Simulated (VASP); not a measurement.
The system is ZrS2.

```
CELL_PARAMETERS angstrom
3.63414 0.00000 0.00000
-1.81707 3.14726 0.00000
0.00000 0.00000 5.72396
ATOMIC_POSITIONS crystal
Zr 0.00000 0.00000 0.00000
S 0.66667 0.33333 0.74478
S 0.33333 0.66667 0.25522
```

The cell is a database's computed one.

Base run:

- Program: VASP 6.6.1
- Functional: TB-mBJ
- Potentials or basis: VASP PAW PBE potentials, release 64 (Zr_sv, S)
- Cutoff: 520 eV
- k mesh: 9 × 9 × 5
- Occupations: gaussian, width 0.03 eV
- Spin: no spin polarisation

Its results: band gap on the k mesh 1.20 eV, indirect (least direct gap 1.82 eV).

**Question.** After a change of settings the same cell gave: band gap on the k mesh 1.00 eV, indirect (least direct gap 1.73 eV). Which change was it?
A. functional from TB-mBJ to r2SCAN
B. functional from TB-mBJ to LDA; potentials or basis from VASP PAW PBE potentials, release 64 (Zr_sv, S) to VASP PAW LDA potentials, release 64 (Zr_sv, S)
C. functional from TB-mBJ to PBE; further incar settings from ALGO = Normal; EDIFF = 1e-07 to ALGO = Normal; EDIFF = 1e-07; NBANDS = 60
D. functional from TB-mBJ to PBE

**Answer.** A.
